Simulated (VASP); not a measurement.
Write the native input for VASP 6.6.1 that does the following.

| Quantity | Value |
| --- | --- |
| Task | relaxation of cell and atoms |
| Functional | PBE |
| Potentials or basis | VASP PAW PBE potentials, release 64 (Be, Te) |
| Cutoff | 600 eV |
| k mesh | 8 × 8 × 8 |
| Occupations | gaussian, width 0.02 eV |
| Spin | no spin polarisation |
| Further INCAR settings | ALGO = Normal; EDIFF = 1e-07; IBRION = 2; EDIFFG = -0.004; NSW = 80; ISIF = 3 |

The structure of BeTe lies in POSCAR:

```
BeTe
1.0
    0.0000000000      2.7700000000      2.7700000000
    2.7700000000      0.0000000000      2.7700000000
    2.7700000000      2.7700000000      0.0000000000
Be Te
1 1
Direct
    0.0000000000      0.0000000000      0.0000000000
    0.2500000000      0.2500000000      0.2500000000
```

These files were run (other wordings do the same):

INCAR

```
SYSTEM = BeTe
PREC = Accurate ; ENCUT = 600
EDIFF = 1E-7 ; ISMEAR = 0
SIGMA = 0.02 ; LREAL = .FALSE.
LASPH = .TRUE. ; NELM = 100
ALGO = Normal ; ISIF = 3
LWAVE = .FALSE. ; LCHARG = .FALSE.
GGA = PE ; IBRION = 2
NSW = 80 ; EDIFFG = -0.004
```

KPOINTS

```
regular mesh
0
G
  8 8 8
  0 0 0
```

Potentials or basis: VASP PAW PBE potentials, release 64 (Be, Te).

Launch:

```bash
$ cat potpaw_PBE.64/Be/POTCAR potpaw_PBE.64/Te/POTCAR > POTCAR
$ mpirun -np 1 vasp_std > vasp.out
```

It gave:

```yaml
Relaxed_volume: 22.76 Å³/atom
Relaxed_cell: a = 4.008 Å, b = 4.008 Å, c = 4.008 Å, α = 60.00°, β = 60.00°, γ = 60.00°
Space_group_after_relaxing_to_0.05_Å: F-43m (No. 216)
Energy_gained_by_relaxing: 19.8 meV/atom
Ionic_steps: 3
Pressure_after_relaxing: 0.0 GPa
Band_gap_on_the_k_mesh: 2.02 eV, indirect (least direct gap 3.63 eV)
```

Caveat: spin-orbit coupling is left out, which moves the levels of the heavy elements.

It took 17 s on 1 thread of Intel(R) Xeon(R) 6975P-C (Granite Rapids) (shared host), peak memory 0.19 GiB.
